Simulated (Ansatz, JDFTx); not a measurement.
This is a calculation of Zr (Zirconium) for JDFTx 1.7.0 (patched build). 

The input Zr.in:

```
lattice Hexagonal 6.1075948348 9.7264203634
coords-type Lattice
ion Zr     0.6666666667     0.3333333333     0.7500000000 1
ion Zr     0.3333333333     0.6666666667     0.2500000000 1

ion-species pseudo/Zr.upf
elec-cutoff 33 264
elec-ex-corr gga-PBE
van-der-waals D3BJ
kpoint-folding 9 9 5
elec-smearing Fermi 0.0018374661
elec-n-bands 18
electronic-SCF nIterations 100 energyDiffThreshold 1e-09
electronic-minimize nIterations 30 energyDiffThreshold 1e-7
forces-output-coords Cartesian
lattice-minimize nIterations 40 energyDiffThreshold 1e-6

dump-name run.$VAR
dump End Ecomponents EigStats BandEigs Kpoints Forces Stress
```

Potentials or basis: PseudoDojo-SR-PBE-0.5-standard.

Launch:

```console
$ jdftx -c 1 -i Zr.in -o Zr.out
```

Question: What does the same run look like in Ansatz 0.2.0? Potentials or basis there: Ansatz PAW, cutoff 420 eV.

Answer: As run (cutoffs and basis follow the program's own potentials, and thresholds, step limits or extra output files can differ):

input.yaml

```yaml
crystal:
  lattice:
    - [3.232, 0.0, 0.0]
    - [-1.616, 2.798994105, 0.0]
    - [0.0, 0.0, 5.147]
  atoms:
    - { symbol: Zr, position: [0.6666666667, 0.3333333333, 0.75] }
    - { symbol: Zr, position: [0.3333333333, 0.6666666667, 0.25] }
hamiltonian:
  xc: pbe
  pseudopotentials: { kind: paw }
  dispersion: d3bj
kpoints:
  mp_grid: { grid: [9, 9, 5] }
scf:
  occupations: { method: fermi_dirac, width: 0.05 }
output:
  forces: true
  stress: true
relax:
  f_tol: 0.01
  max_steps: 40
  cell: { stress_tol: 0.05 }
```

Potentials or basis: Ansatz PAW.

The run is started by

```bash
$ ansatz run input.yaml --threads 2 --pin off --max-ram 5632MiB --backend cpu --events-out ev --progress --plain --runs-dir out
```

Both were run:

|  | JDFTx | Ansatz |
| --- | --- | --- |
| Relaxed volume | 22.48 Å³/atom | 22.45 Å³/atom |
| Relaxed cell | a = 3.183 Å, b = 3.183 Å, c = 5.126 Å, α = 90.00°, β = 90.00°, γ = 120.00° | a = 3.181 Å, b = 3.181 Å, c = 5.123 Å, α = 90.00°, β = 90.00°, γ = 120.00° |
| Space group after relaxing | P6_3/mmc (No. 194) | P6_3/mmc (No. 194) |
| Pressure after relaxing | 0.0 GPa | 0.0 GPa |

Ansatz's pressure holds a Pulay term of +0.02 GPa for its cutoff of 420 eV, which the other run lacks.

Where Ansatz's input types no cutoff or centring, it takes its own default and a Γ-centred mesh.

Pressure is positive in compression.
